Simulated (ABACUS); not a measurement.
# MnO2: band structure with LDA

Crystal: MnO2.

```
Mn O
1.0
     2.85496    0.00000    0.00000
    -1.42748    2.47246    0.00000
     0.00000    0.00000   10.22174
Mn O
2 4
Cartesian
  0.0000 0.0000 5.1109
  0.0000 0.0000 0.0000
  1.4275 0.8242 4.1588
  1.4275 0.8242 0.9521
  0.0000 1.6483 6.0630
  0.0000 1.6483 9.2697
```

Measurements of this composition are mostly on another form, of space group No. 136.

```yaml
Program: ABACUS 3.10.1
Task: band structure
Functional: LDA
Potentials_or_basis: GBRV ultrasoft 1.5 LDA
Cutoff: 544 eV
Density_cutoff: 4354 eV
Basis: plane waves
Occupations: fermi-dirac, width 0.05 eV
Spin: collinear spin, ferromagnetic start
Starting_moments: "[4.0, 4.0, 0.0, 0.0, 0.0, 0.0] μB"
Radial_cutoff_of_the_potentials_pseudo_rcut: 10 bohr
Threshold_of_the_eigensolver: 1e-07 Ry
Density: read from an earlier self-consistent run
Path: G-M-K-G-A-L-H-A, L-M, K-H
Points_for_each_segment_of_the_path: 6
SCF_threshold_on_the_density: 1e-08
Max_SCF_steps: 100
Eigensolver: dav
Mixing: broyden
Mixing_share: 0.4
Symmetry_key: -1
```

```
Band gap along the path : 0.49 eV, indirect (least direct gap 0.52 eV)
```

Levels at the corners of the path, in eV from the Fermi level:
Spin up:
```
point  band 26  band 27  band 28  band 29  band 30  band 31  band 32  band 33  band 34
    Γ    -1.87    -1.84    -1.84    -0.52    -0.28     2.46     2.46     2.48     2.48
    M    -1.96    -1.96    -1.95    -1.25    -1.18     1.66     1.84     2.29     2.32
    K    -2.29    -1.02    -1.02    -0.90    -0.90     1.58     1.58     1.71     1.71
    Γ    -1.87    -1.84    -1.84    -0.52    -0.28     2.46     2.46     2.48     2.48
    A    -1.86    -1.86    -1.86    -0.38    -0.38     2.47     2.47     2.47     2.47
    L    -1.97    -1.96    -1.96    -1.21    -1.21     1.75     1.75     2.30     2.30
    H    -2.30    -1.01    -1.01    -0.91    -0.91     1.64     1.64     1.65     1.65
    A    -1.86    -1.86    -1.86    -0.38    -0.38     2.47     2.47     2.47     2.47
    L    -1.97    -1.96    -1.96    -1.21    -1.21     1.75     1.75     2.30     2.30
    M    -1.96    -1.96    -1.95    -1.25    -1.18     1.66     1.84     2.29     2.32
    K    -2.29    -1.02    -1.02    -0.90    -0.90     1.58     1.58     1.71     1.71
    H    -2.30    -1.01    -1.01    -0.91    -0.91     1.64     1.64     1.65     1.65
```
Spin down:
| point | band 20 | band 21 | band 22 | band 23 | band 24 | band 25 | band 26 | band 27 | band 28 | band 29 |
| --- | --- | --- | --- | --- | --- | --- | --- | --- | --- | --- |
| Γ | -1.74 | -1.74 | -1.72 | -1.71 | -1.71 | 0.24 | 0.24 | 0.24 | 0.24 | 1.87 |
| M | -3.35 | -3.16 | -3.13 | -2.52 | -2.14 | 0.54 | 0.63 | 1.01 | 1.01 | 1.31 |
| K | -3.30 | -3.21 | -3.10 | -3.01 | -3.01 | 0.57 | 0.60 | 1.41 | 1.41 | 1.49 |
| Γ | -1.74 | -1.74 | -1.72 | -1.71 | -1.71 | 0.24 | 0.24 | 0.24 | 0.24 | 1.87 |
| A | -2.11 | -1.73 | -1.73 | -1.73 | -1.73 | 0.24 | 0.24 | 0.24 | 0.24 | 1.95 |
| L | -3.51 | -3.14 | -3.14 | -2.32 | -2.32 | 0.59 | 0.59 | 1.01 | 1.01 | 1.32 |
| H | -3.29 | -3.15 | -3.15 | -3.01 | -3.01 | 0.59 | 0.59 | 1.41 | 1.41 | 1.48 |
| A | -2.11 | -1.73 | -1.73 | -1.73 | -1.73 | 0.24 | 0.24 | 0.24 | 0.24 | 1.95 |
| L | -3.51 | -3.14 | -3.14 | -2.32 | -2.32 | 0.59 | 0.59 | 1.01 | 1.01 | 1.32 |
| M | -3.35 | -3.16 | -3.13 | -2.52 | -2.14 | 0.54 | 0.63 | 1.01 | 1.01 | 1.31 |
| K | -3.30 | -3.21 | -3.10 | -3.01 | -3.01 | 0.57 | 0.60 | 1.41 | 1.41 | 1.49 |
| H | -3.29 | -3.15 | -3.15 | -3.01 | -3.01 | 0.59 | 0.59 | 1.41 | 1.41 | 1.48 |

Run time: 21 s on 4 MPI ranks on Intel(R) Xeon(R) Platinum 8375C CPU @ 2.90GHz (Ice Lake), with other jobs on the host, peak memory 1.1 GiB a rank.

Caveat: the density is read from an earlier self-consistent run, whose mesh may be coarse.
